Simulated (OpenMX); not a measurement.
GaP under changes of volume

One of the cells (20.240 Å³/atom); the others are scaled copies at fixed shape and fractional positions:

```
CELL_PARAMETERS angstrom
0.00000 2.72525 2.72525
2.72525 0.00000 2.72525
2.72525 2.72525 0.00000
ATOMIC_POSITIONS crystal
Ga 0.00000 0.00000 0.00000
P 0.75000 0.75000 0.75000
```

- Program: OpenMX 3.8.5
- Functional: LDA
- Potentials or basis: OpenMX 2013 LDA set, Ga7.0-s3p2d2, P7.0-s2p2d1f1, fixed grid of 42 × 42 × 42 points
- k mesh: 9 × 9 × 9
- Occupations: fermi-dirac, width 0.05 eV
- Spin: no spin polarisation

```csv
volume (Å³/atom),energy over the lowest point (meV/atom),gap on the mesh (eV)
19.026,11.94,1.43
19.431,3.31,1.47
19.836,0.00,1.50
20.240,0.88,1.53
20.645,5.90,1.51
21.050,?,?
21.455,26.93,1.23
```

Problem. What does the run at 21.050 Å³/atom give?

Solution. Energy over the lowest point 14.89 meV/atom; gap on the mesh 1.40 eV.

Worked out: A Birch-Murnaghan fit of order 3 (a polynomial in V^(-2/3)) to the other rows has its minimum at 19.95 Å³/atom with B0 = V·E''(V) = 86 GPa and B' = 3.7. It gives 14.74 meV/atom at 21.050 Å³/atom, against the run's 14.89. A parabola through the other rows of the gap, of slope -5.86 eV per unit of ln V there, gives 1.38 eV, against the run's 1.40.

Energies are extrapolated to zero smearing.

Caveats: the basis has few d functions beyond the semicore shells, which can make volumes several per cent too large; an odd mesh through Γ misses points on the zone boundary, where band edges often lie; the basis of atomic orbitals isn't converged, which shifts pressures, moduli and gaps. Spin-orbit coupling on Ga is left out.
